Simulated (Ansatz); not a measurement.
**BaTe: the cell at several levels of theory**

Cell and atoms of BaTe (zincblende) are relaxed in turn with PBE, r2SCAN, PBEsol, LDA and HSE06. This is a trial cell built on a prototype, not taken from a measured structure, and it needn't be the compound's ground state.

Program: Ansatz 0.2.0. PAW datasets, plane waves, zero pressure. The structure was generated, not taken from experiment, and needn't be the ground state; spin polarisation is off.

### 1 Starting point

Space group F-43m (No. 216), cubic; conventional cell a = 7.901 Å, 61.65 Å³ an atom. Ba has 4 Te at 3.42 Å; Te has 4 Ba at 3.42 Å.

Coordinates:

```cif
data_structure
_symmetry_space_group_name_H-M 'F-43m'
_symmetry_Int_Tables_number 216
_cell_length_a 7.9007
_cell_length_b 7.9007
_cell_length_c 7.9007
_cell_angle_alpha 90.000
_cell_angle_beta 90.000
_cell_angle_gamma 90.000
_cell_volume 493.17
loop_
_atom_site_label
_atom_site_type_symbol
_atom_site_symmetry_multiplicity
_atom_site_Wyckoff_symbol
_atom_site_fract_x
_atom_site_fract_y
_atom_site_fract_z
_atom_site_occupancy
Ba1 Ba 4 a 0.00000 0.00000 0.00000 1
Te1 Te 4 d 0.25000 0.25000 0.75000 1
```

### 2 Relaxation with PBE

input.yaml

```yaml
crystal:
  lattice:
    - [0.0, 3.9503460118, 3.9503460118]
    - [3.9503460118, 0.0, 3.9503460118]
    - [3.9503460118, 3.9503460118, 0.0]
  atoms:
    - { symbol: Ba, position: [0.0, 0.0, 0.0] }
    - { symbol: Te, position: [0.25, 0.25, 0.25] }
kpoints:
  mp_grid: { grid: [6, 6, 6] }
hamiltonian:
  xc: pbe
scf:
  occupations: { method: fermi_dirac, width: 0.02 }
relax:
  f_tol: 0.005
  cell: {}
```

The run is started by

```sh
ansatz run input.yaml --threads 2 --pin off --max-ram 2211MiB --backend cpu --events-out ev --progress --plain --runs-dir out
```

The runs that follow: Relaxing with r2SCAN; PBEsol: cell and atoms; Relaxation with LDA; Relaxing with HSE06.

What does the calculation give? Wanted: for each run, a; volume; space group; SCF geometries.

**Answer**, as computed:

```
 level  a (Å)  volume (Å³/atom)  space group  SCF geometries
   PBE  7.828            59.967        F-43m               4
r2SCAN  7.828            59.967        F-43m               2
PBEsol  7.706            57.192        F-43m               4
   LDA  7.613            55.145        F-43m               4
 HSE06  7.815            59.668        F-43m               3
```

What this shows: The first relaxation changed the volume by -2.7 % from the start. The volume spreads over 8.7 % between the levels. The meshes differ: PBE 6×6×6, r2SCAN 6×6×6, PBEsol 6×6×6, LDA 6×6×6, HSE06 4×4×4.
